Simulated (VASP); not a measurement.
# Ir (Fm-3m) in VASP: notebook

One crystal, Ir, is run at these levels: PBE, LDA, r2SCAN; tasks: band structure, density of states.

Program: VASP 6.6.1. These are calculated values, not measurements. Logs are shortened: lines on timing, memory, paths and dates and some standing lists are left out, and cuts for length are marked.

## 1. The crystal as given

Symmetry: Fm-3m, No. 225, cubic system. Conventional cell: a = 3.835 Å, b = 3.835 Å, c = 3.835 Å, α = 90.00°, β = 90.00°, γ = 90.00°. Ir (site symmetry m-3m) has 12 Ir at 2.71 Å as nearest neighbours.

## 2. Band structure, PBE

Contents of INCAR:

```
PREC = Accurate ; ENCUT = 520
EDIFF = 1E-7 ; ISMEAR = 1
SIGMA = 0.1 ; LREAL = False
LASPH = True ; NELM = 80
ALGO = Fast ; ISIF = 2
LWAVE = False ; LCHARG = False
LMAXMIX = 4 ; GGA = PE
```

Contents of KPOINTS:

```
Automatic mesh
0
Gamma
  16 16 16
```

Contents of POSCAR:

```
Ir                                      
1.0
    0.0000000000      1.9172882864      1.9172882864
    1.9172882864      0.0000000000      1.9172882864
    1.9172882864      1.9172882864      0.0000000000
  Ir            
     1
Direct
     0.0000000000000000    0.0000000000000000    0.0000000000000000
```

Contents of KPOINTS_OPT:

```
explicit points
252
Reciprocal
 0.0000000000  0.0000000000  0.0000000000 1
 0.0357142857  0.0000000000  0.0357142857 1
 0.0714285714  0.0000000000  0.0714285714 1
 0.1071428571  0.0000000000  0.1071428571 1
 0.1428571429  0.0000000000  0.1428571429 1
 0.1785714286  0.0000000000  0.1785714286 1
[... 244 lines left out ...]
 0.4924546700  0.0075453300  0.5000000000 1
 0.5075453300 -0.0075453300  0.5000000000 1
```

Potentials or basis: VASP PAW PBE potentials, release 64 (Ir).

Run with:

```bash
$ cat potpaw_PBE.64/Ir/POTCAR > POTCAR
$ mpirun -np 1 vasp_std > vasp.out
```

OUTCAR:

```text
PREC = Accurate
   ENCUT = 520
   EDIFF = 1E-7
   ISMEAR = 1
   LREAL = False
   LASPH = True
   NELM = 80
   ISIF = 2
   GGA = PE

 ion  position               nearest neighbor table
   1  0.000  0.000  0.000-

  LATTYP: Found a face centered cubic cell.
 ALAT       =     3.8345765728

  Lattice vectors:

 A1 = (   0.0000000000,   1.9172882864,   1.9172882864)
 A2 = (   1.9172882864,   0.0000000000,   1.9172882864)
 A3 = (   1.9172882864,   1.9172882864,   0.0000000000)

Analysis of symmetry for initial positions (statically):
=====================================================================
 Subroutine PRICEL returns:
 Original cell was already a primitive cell.

 Routine SETGRP: Setting up the symmetry group for a
 face centered cubic supercell.

 Subroutine GETGRP returns: Found 48 space group operations
 (whereof 48 operations were pure point group operations)
 out of a pool of 48 trial point group operations.

The static configuration has the point symmetry O_h .

Analysis of symmetry for dynamics (positions and initial velocities):
=====================================================================
 Subroutine PRICEL returns:
 Original cell was already a primitive cell.

 Routine SETGRP: Setting up the symmetry group for a
 face centered cubic supercell.

 Subroutine GETGRP returns: Found 48 space group operations
 (whereof 48 operations were pure point group operations)
 out of a pool of 48 trial point group operations.

The dynamic configuration has the point symmetry O_h .

 Subroutine INISYM returns: Found 48 space group operations
 (whereof 48 operations are pure point group operations),
 and found     1 'primitive' translations

----------------------------------------------------------------------------------------

                                     Primitive cell

  volume of cell :      14.0959

  direct lattice vectors                    reciprocal lattice vectors
     0.000000000  1.917288286  1.917288286    -0.260784987  0.260784987  0.260784987
     1.917288286  0.000000000  1.917288286     0.260784987 -0.260784987  0.260784987
     1.917288286  1.917288286  0.000000000     0.260784987  0.260784987 -0.260784987

  length of vectors
     2.711455098  2.711455098  2.711455098     0.451692847  0.451692847  0.451692847

  position of ions in fractional coordinates (direct lattice)
     0.000000000  0.000000000  0.000000000

  ion indices of the primitive-cell ions
   primitive index   ion index
                 1           1

----------------------------------------------------------------------------------------

 KPOINTS: Automatic mesh

Automatic generation of k-mesh.
 Grid dimensions read from file:
 generate k-points for:   16   16   16

 Generating k-lattice:

  Cartesian coordinates                     Fractional coordinates (reciprocal lattice)
    -0.016299062  0.016299062  0.016299062     0.062500000  0.000000000  0.000000000
     0.016299062 -0.016299062  0.016299062     0.000000000  0.062500000  0.000000000
     0.016299062  0.016299062 -0.016299062     0.000000000  0.000000000  0.062500000

  Length of vectors
     0.028230803  0.028230803  0.028230803

  Shift w.r.t. Gamma in fractional coordinates (k-lattice)
     0.000000000  0.000000000  0.000000000

 Subroutine IBZKPT returns following result:
 ===========================================

 Found    145 irreducible k-points:

 Following reciprocal coordinates:
            Coordinates               Weight
  0.000000  0.000000  0.000000      1.000000
  0.062500  0.000000  0.000000      8.000000
  0.125000  0.000000  0.000000      8.000000
  0.187500  0.000000  0.000000      8.000000
  0.250000  0.000000  0.000000      8.000000
  0.312500  0.000000  0.000000      8.000000
[... 16 lines left out ...]
 -0.125000  0.062500  0.000000     24.000000
 -0.062500  0.062500  0.000000     12.000000
 [... further k-points ...]
   k-points           NKPTS =    145   k-points in BZ     NKDIM =    145   number of bands    NBANDS=      8
   number of dos      NEDOS =    301   number of ions     NIONS =      1
   total plane-waves  NPLWV =   8000
   dimension x,y,z NGX =    20 NGY =   20 NGZ =   20
   dimension x,y,z NGXF=    40 NGYF=   40 NGZF=   40
   ions per type =               1
   NGX,Y,Z   is equivalent  to a cutoff of  12.26, 12.26, 12.26 a.u.
   NGXF,Y,Z  is equivalent  to a cutoff of  24.52, 24.52, 24.52 a.u.
 SYSTEM =  unknown system
   PREC   = accura    normal or accurate (medium, high low for compatibility)
   ISTART =      0    job   : 0-new  1-cont  2-samecut
   ICHARG =      2    charge: 1-file 2-atom 10-const
   ISPIN  =      1    spin polarized calculation?
   LNONCOLLINEAR =      F non collinear calculations
   LSORBIT =      F    spin-orbit coupling
   LASPH  =      T    aspherical Exc in radial PAW
   ENCUT  =  520.0 eV  38.22 Ry    6.18 a.u.   5.04  5.04  5.04*2*pi/ulx,y,z
   NELM   =     80;   NELMIN=  2; NELMDL= -5     # of ELM steps
   EDIFF  = 0.1E-06   stopping-criterion for ELM
   LREAL  =      F    real-space projection
[... 7 lines left out ...]
   TEBEG  =    0.0;   TEEND  =   0.0 temperature during run
   PSTRESS=    0.0 pullay stress
   NELECT =       9.0000    total number of electrons
   NUPDOWN=      -1.0000    fix difference up-down
   EMIN   =  10.00;   EMAX   =-10.00  energy-range for DOS
   EFERMI =   0.00;   METHOD = LEGACY
   ISMEAR =     1;   SIGMA  =   0.10  broadening in eV -4-tet -1-fermi 0-gaus
   EFERMI_NEDOS =   21; number of points for ismear=-14 and -15
   IALGO  =     68    algorithm
   IMIX   =      4    mixing-type and parameters
     AMIX     =   0.40;   BMIX     =  1.00
     AMIX_MAG =   1.60;   BMIX_MAG =  1.00
  volume/ion in A,a.u.               =      14.10        95.12
  Fermi-wavevector in a.u.,A,eV,Ry     =   1.409694  2.663936 27.038011  1.987238
  Thomas-Fermi vector in A             =   2.531724
   LORBIT       =      0    0 simple, 1 ext, 2 COOP (PROOUT), +10 PAW based schemes
   GGA     = PE    functional components
   LHFCALC =     F    Hartree Fock is set to
   AEXX    =    0.0000 exact exchange contribution
   IVDW    =     0    specifies the selected vdW correction
   LEPSILON=     F    determine dielectric tensor
   LRPA    =     F    only Hartree local field effects (RPA)
 non-spin polarized calculation
 RMM-DIIS sequential band-by-band and
 Methfessel and Paxton  Order N= 1 SIGMA  =   0.10
  energy-cutoff  :      520.00
  volume of cell :       14.10
 maximum number of plane-waves:       392
   NGX =  9   NGY =  9   NGZ =  9

 number of electron       9.0000000 magnetization

 Free energy of the ion-electron system (eV)
  ---------------------------------------------------
  ext. energy  EPLUGINS =         0.00000000
  ---------------------------------------------------
  free energy    TOTEN  =        -8.82589126 eV

  energy without entropy =       -8.82557549  energy(sigma->0) =       -8.82578601

 E-fermi :  10.4669     XC(G=0): -14.0084

 val. band max:       10.4624523953   @ k =   0.3125   0.2500   0.0625
 cond. band min:      10.4686917834   @ k =   0.3750   0.0625   0.0000
 fundamental gap:      0.0062393881
 Fermi energy:        10.4669457873

 k-point     1 :       0.0000    0.0000    0.0000
  band No.  band energies     occupation
      1      -0.6896      2.00000
      2       6.5677      2.00000
      3       6.5677      2.00000
      4       6.5677      2.00000
      5       9.2740      2.00000
      6       9.2740      2.00000
      7      24.7857      0.00000
      8      30.3954      0.00000

 k-point     2 :       0.0625    0.0000    0.0000
  band No.  band energies     occupation
      1      -0.5152      2.00000
      2       6.4742      2.00000
      3       6.6435      2.00000
      4       6.6435      2.00000
      5       9.2248      2.00000
      6       9.2249      2.00000
      7      25.0881      0.00000
      8      29.4836      0.00000

 k-point     3 :       0.1250    0.0000    0.0000
  band No.  band energies     occupation
      1      -0.0151      2.00000
      2       6.2453      2.00000
      3       6.8332      2.00000
      4       6.8332      2.00000
      5       9.1297      2.00000
      6       9.1297      2.00000
      7      25.8939      0.00000
      8      27.8042      0.00000

 k-point     4 :       0.1875    0.0000    0.0000
  band No.  band energies     occupation
      1       0.7274      2.00000
      2       6.0260      2.00000
      3       7.0095      2.00000
      4       7.0095      2.00000
      5       9.1467      2.00000
      6       9.1467      2.00000
      7      25.9728      0.00000
      8      26.9635      0.00000

 k-point     5 :       0.2500    0.0000    0.0000
  band No.  band energies     occupation
      1       1.5255      2.00000
      2       6.0545      2.00000
      3       7.0126      2.00000
      4       7.0126      2.00000
      5       9.4561      2.00000
      6       9.4561      2.00000
      7      24.2747      0.00000
      8      27.2624      0.00000
[... 177 lines left out ...]
 k-point    22 :      -0.1875    0.0625    0.0000
  band No.  band energies     occupation
      1       1.1458      2.00000
      2       5.8583      2.00000
      3       7.0633      2.00000
      4       7.1474      2.00000
      5       8.7781      2.00000
      6       9.6628      2.00000
      7      25.5606      0.00000
      8      27.3787      0.00000

 k-point    23 :      -0.1250    0.0625    0.0000
  band No.  band energies     occupation
      1       0.3582      2.00000
      2       6.0455      2.00000
      3       6.9730      2.00000
      4       6.9943      2.00000
      5       8.7961      2.00000
      6       9.3879      2.00000
      7      26.4586      0.00000
      8      27.2374      0.00000

 k-point    24 :      -0.0625    0.0625    0.0000
  band No.  band energies     occupation
      1      -0.2310      2.00000
      2       6.3054      2.00000
      3       6.7490      2.00000
      4       6.8020      2.00000
      5       9.0147      2.00000
      6       9.2999      2.00000
      7      25.5666      0.00000
      8      28.6621      0.00000

 [... further k-points ...]

------------------------ aborting loop because EDIFF is reached ----------------------------------------

  FORCE on cell =-STRESS in cart. coord.  units (eV):
  Direction    XX          YY          ZZ          XY          YZ          ZX
  --------------------------------------------------------------------------------------
  -------------------------------------------------------------------------------------
  Total        0.9979602      0.9979602      0.9979602      0.0000000      0.0000000     -0.0000000
  in kB      113.4309502    113.4309502    113.4309502      0.0000000      0.0000000     -0.0000000
  external PRESSURE =     113.4309502 kB  Pullay stress =       0.0000000 kB

 VOLUME and BASIS-vectors are now :
 -----------------------------------------------------------------------------
  energy-cutoff  :      520.00
  volume of cell :       14.10
      direct lattice vectors                 reciprocal lattice vectors
     0.000000000  1.917288286  1.917288286    -0.260784987  0.260784987  0.260784987
     1.917288286  0.000000000  1.917288286     0.260784987 -0.260784987  0.260784987
     1.917288286  1.917288286  0.000000000     0.260784987  0.260784987 -0.260784987

 POSITION                                       TOTAL-FORCE (eV/Angst)
 -----------------------------------------------------------------------------------
      0.00000      0.00000      0.00000         0.000000      0.000000      0.000000
 -----------------------------------------------------------------------------------
    total drift:                                0.000000      0.000000      0.000000

  FREE ENERGIE OF THE ION-ELECTRON SYSTEM (eV)
  ---------------------------------------------------
  free  energy   TOTEN  =        -8.8258912617 eV

  energy  without entropy=       -8.8255754928  energy(sigma->0) =       -8.82578601
```

It took 17 s on 1 thread of Intel Xeon 6975P-C (Granite Rapids), shared host; peak memory 0.14 GiB.

Results:

```yaml
Free_energy: -8.8259 eV
Pressure: 11.3 GPa
Band_gap_along_the_path: none (metal or under the smearing width)
```

Levels at the corners of the path, in eV from the Fermi level:
```tsv
point	band 1	band 2	band 3	band 4	band 5	band 6	band 7	band 8
Γ	-11.16	-3.90	-3.90	-3.90	-1.19	-1.19	14.32	19.93
X	-7.95	-7.37	0.88	1.50	1.50	1.70	10.57	11.73
X	-7.95	-7.37	0.88	1.50	1.50	1.70	10.57	11.73
W	-6.29	-4.89	-4.89	-1.80	1.50	8.26	9.10	9.10
W	-6.29	-4.89	-4.89	-1.80	1.50	8.26	9.10	9.10
K	-6.98	-6.01	-2.90	-0.88	0.63	6.38	7.73	11.51
K	-6.98	-6.01	-2.90	-0.88	0.63	6.38	7.73	11.51
Γ	-11.16	-3.90	-3.90	-3.90	-1.19	-1.19	14.32	19.93
Γ	-11.16	-3.90	-3.90	-3.90	-1.19	-1.19	14.32	19.93
L	-8.13	-4.01	-4.01	-0.77	0.91	0.91	7.31	13.86
L	-8.13	-4.01	-4.01	-0.77	0.91	0.91	7.31	13.86
U	-6.98	-6.01	-2.90	-0.88	0.63	6.38	7.73	11.51
U	-6.98	-6.01	-2.90	-0.88	0.63	6.38	7.73	11.51
W	-6.29	-4.89	-4.89	-1.80	1.50	8.26	9.10	9.10
W	-6.29	-4.89	-4.89	-1.80	1.50	8.26	9.10	9.10
L	-8.13	-4.01	-4.01	-0.77	0.91	0.91	7.31	13.86
L	-8.13	-4.01	-4.01	-0.77	0.91	0.91	7.31	13.86
K	-6.98	-6.01	-2.90	-0.88	0.63	6.38	7.73	11.51
U	-6.98	-6.01	-2.90	-0.88	0.63	6.38	7.73	11.51
X	-7.95	-7.37	0.88	1.50	1.50	1.70	10.57	11.73
```

Caveat: spin-orbit coupling is left out, which moves the levels of the heavy elements.

## 3. Band structure, LDA

Changes to INCAR since step 2:

```diff
@@ -6,2 +6,2 @@
 LWAVE = False ; LCHARG = False
-LMAXMIX = 4 ; GGA = PE
+LMAXMIX = 4 ; GGA = CA
```

KPOINTS is that of step 2.

POSCAR is that of step 2.

KPOINTS_OPT is that of step 2.

Potentials or basis: VASP PAW LDA potentials, release 64 (Ir).

Run with:

```bash
$ cat potpaw_LDA.64/Ir/POTCAR > POTCAR
$ mpirun -np 1 vasp_std > vasp.out
```

Wall time 16 s (1 thread of Intel Xeon 6975P-C (Granite Rapids), shared host); peak memory 0.14 GiB.

The run converged. Its results:

```yaml
Free_energy: -10.3134 eV
Pressure: -4.8 GPa
Band_gap_along_the_path: none (metal or under the smearing width)
```

Levels at the corners of the path, in eV from the Fermi level:
```tsv
point	band 2	band 3	band 4	band 5	band 6	band 7
Γ	-3.93	-3.93	-3.93	-1.18	-1.18	14.34
X	-7.40	0.90	1.49	1.49	1.74	10.57
X	-7.40	0.90	1.49	1.49	1.74	10.57
W	-4.91	-4.91	-1.80	1.49	8.24	9.12
W	-4.91	-4.91	-1.80	1.49	8.24	9.12
K	-6.02	-2.90	-0.87	0.61	6.36	7.76
K	-6.02	-2.90	-0.87	0.61	6.36	7.76
Γ	-3.93	-3.93	-3.93	-1.18	-1.18	14.34
Γ	-3.93	-3.93	-3.93	-1.18	-1.18	14.34
L	-4.02	-4.02	-0.72	0.92	0.92	7.31
L	-4.02	-4.02	-0.72	0.92	0.92	7.31
U	-6.02	-2.90	-0.87	0.61	6.36	7.76
U	-6.02	-2.90	-0.87	0.61	6.36	7.76
W	-4.91	-4.91	-1.80	1.49	8.24	9.12
W	-4.91	-4.91	-1.80	1.49	8.24	9.12
L	-4.02	-4.02	-0.72	0.92	0.92	7.31
L	-4.02	-4.02	-0.72	0.92	0.92	7.31
K	-6.02	-2.90	-0.87	0.61	6.36	7.76
U	-6.02	-2.90	-0.87	0.61	6.36	7.76
X	-7.40	0.90	1.49	1.49	1.74	10.57
```

Caveat: spin-orbit coupling is left out, which moves the levels of the heavy elements.

## 4. Band structure, r2SCAN

Contents of INCAR:

```
PREC = Accurate ; ENCUT = 520
EDIFF = 1E-7 ; ISMEAR = 1
SIGMA = 0.1 ; LREAL = False
LASPH = True ; NELM = 80
ALGO = Normal ; ISIF = 2
LWAVE = False ; LCHARG = False
LMAXMIX = 4 ; METAGGA = R2SCAN
LMIXTAU = True
```

KPOINTS is that of step 3.

POSCAR is that of step 3.

KPOINTS_OPT is that of step 3.

Potentials or basis: VASP PAW PBE potentials, release 64 (Ir).

Run with:

```bash
$ cat potpaw_PBE.64/Ir/POTCAR > POTCAR
$ mpirun -np 1 vasp_std > vasp.out
```

Run time: 56 s. Hardware: 1 thread of Intel Xeon 6975P-C (Granite Rapids), shared host; peak memory 0.15 GiB.

The run converged. Its results:

```yaml
Free_energy: -52.3535 eV
Pressure: 5.7 GPa
Band_gap_along_the_path: none (metal or under the smearing width)
```

Levels at the corners of the path, in eV from the Fermi level:
```
point  band 1  band 2  band 3  band 4  band 5  band 6  band 7  band 8
    Γ  -11.57   -4.01   -4.01   -4.01   -1.29   -1.29   15.09   20.98
    X   -8.25   -7.66    0.86    1.59    1.59    1.79   11.13   12.35
    X   -8.25   -7.66    0.86    1.59    1.59    1.79   11.13   12.35
    W   -6.53   -5.08   -5.08   -1.89    1.60    8.75    9.52    9.52
    W   -6.53   -5.08   -5.08   -1.89    1.60    8.75    9.52    9.52
    K   -7.24   -6.24   -3.00   -0.96    0.69    6.79    8.07   12.06
    K   -7.24   -6.24   -3.00   -0.96    0.69    6.79    8.07   12.06
    Γ  -11.57   -4.01   -4.01   -4.01   -1.29   -1.29   15.09   20.98
    Γ  -11.57   -4.01   -4.01   -4.01   -1.29   -1.29   15.09   20.98
    L   -8.45   -4.17   -4.17   -0.71    0.95    0.95    7.71   14.72
    L   -8.45   -4.17   -4.17   -0.71    0.95    0.95    7.71   14.72
    U   -7.24   -6.24   -3.00   -0.96    0.69    6.79    8.07   12.06
    U   -7.24   -6.24   -3.00   -0.96    0.69    6.79    8.07   12.06
    W   -6.53   -5.08   -5.08   -1.89    1.60    8.75    9.52    9.52
    W   -6.53   -5.08   -5.08   -1.89    1.60    8.75    9.52    9.52
    L   -8.45   -4.17   -4.17   -0.71    0.95    0.95    7.71   14.72
    L   -8.45   -4.17   -4.17   -0.71    0.95    0.95    7.71   14.72
    K   -7.24   -6.24   -3.00   -0.96    0.69    6.79    8.07   12.06
    U   -7.24   -6.24   -3.00   -0.96    0.69    6.79    8.07   12.06
    X   -8.25   -7.66    0.86    1.59    1.59    1.79   11.13   12.35
```

Caveat: the PAW data sets were made with another functional, which shifts forces and pressure a little; spin-orbit coupling is left out, which moves the levels of the heavy elements.

(Continued in part 2 of 2.)
